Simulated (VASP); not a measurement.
Set up this calculation in VASP 6.6.1, as the native input.

* Task: single point
* Functional: PBEsol
* Potentials or basis: VASP PAW PBE potentials, release 64 (Ni)
* Cutoff: 520 eV
* k mesh: 20 × 20 × 20
* Occupations: gaussian, width 0.1 eV
* Spin: collinear spin, ferromagnetic start
* Starting moments: [0.8] μB
* Further INCAR settings: ALGO = Normal; EDIFF = 1e-07; NBANDS = 15

The structure of Ni lies in POSCAR:

```
Ni                                      
1.0
    0.0000000000      1.6778148443      1.6778148443
    1.6778148443     -0.0000000000      1.6778148443
    1.6778148443      1.6778148443     -0.0000000000
  Ni            
     1
Direct
     0.0000000000000000    0.0000000000000000    0.0000000000000000
```

The cell isn't the ideal one: a relaxed cell with its volume scaled by 0.91.

These files were run (other wordings do the same):

INCAR

```
SYSTEM = Ni
ALGO = Normal
EDIFF = 1E-7
ENCUT = 520
GGA = PS
ISIF = 2
ISMEAR = 0
ISPIN = 2
LASPH = .True.
LCHARG = .False.
LMAXMIX = 4
LORBIT = 11
LREAL = .False.
LWAVE = .False.
MAGMOM = 0.8
NBANDS = 15
NELM = 150
PREC = Accurate
SIGMA = 0.1
```

KPOINTS

```
k-points
0
Gamma
  20 20 20
  0 0 0
```

Potentials or basis: VASP PAW PBE potentials, release 64 (Ni).

Command:

```sh
$ cat potpaw_PBE.64/Ni/POTCAR > POTCAR
$ mpirun -np 1 vasp_std > vasp.out
```

Results of the run:

The pressure is 27.0 GPa, the band gap on the k mesh is none (metal or under the smearing width) and the net moment is 0.61 μB per cell. The site moments are Ni +0.61 μB. The valence electrons inside the program's atomic spheres are Ni 9.61.

Caveat: so large a pressure means that the cell lies far from this level's equilibrium, or that cutoff or potentials fall short; the potentials were made for another functional, which shifts forces and pressure.

It took 35 s on 1 thread of Intel(R) Xeon(R) 6975P-C (Granite Rapids), on a shared host, peak memory 0.16 GiB.
